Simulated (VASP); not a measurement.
**Results of a VASP single-point calculation on KF (strained rocksalt)**

POSCAR

```
K  F
 1.0000000000000000
    -0.0709056152000000    2.5880549558000001    2.5880549558000001
     2.5880549558000001   -0.0709056152000000    2.5880549558000001
     2.5880549558000001    2.5880549558000001   -0.0709056152000000
 K   F
   1   1
Cartesian
  0.0000000000000000  0.0000000000000000  0.0000000000000000
  2.5526021482000001  2.5526021482000001  2.5526021482000001
```

| Quantity | Value |
| --- | --- |
| gap between bands v and c | 7.11 eV |
| least direct gap | 7.11 eV |

Band v is the last that the valence electrons fill when counted band by band, and c is the next. Levels in eV from the top of v:

| point | v−1 | v | c | c+1 |
| --- | --- | --- | --- | --- |
| Γ | -0.03 | 0.00 | 7.11 | 11.41 |
| X | -0.08 | -0.05 | 8.78 | 11.50 |
| K | -0.25 | -0.19 | 9.69 | 11.58 |
| L | -0.46 | -0.46 | 9.97 | 11.78 |
| W | -0.18 | -0.15 | 10.45 | 10.54 |

Problem. Which of these levels of theory gave these results?
A. HSE06
B. PBE0
C. r²SCAN
D. PBE
E. PBEsol
F. PBE with spin–orbit coupling
G. LDA

Solution. C.

The INCAR was:

```
ENCUT = 520
NELM = 120
LASPH = .TRUE.
SIGMA = 0.01
METAGGA = R2SCAN
ALGO = Normal
EDIFF = 1E-7
LCHARG = .TRUE.
ISMEAR = 0
ISIF = 2
NBANDS = 15
LREAL = .FALSE.
PREC = Accurate
LWAVE = .FALSE.
NSW = 0
IBRION = -1
LELF = .TRUE.
```
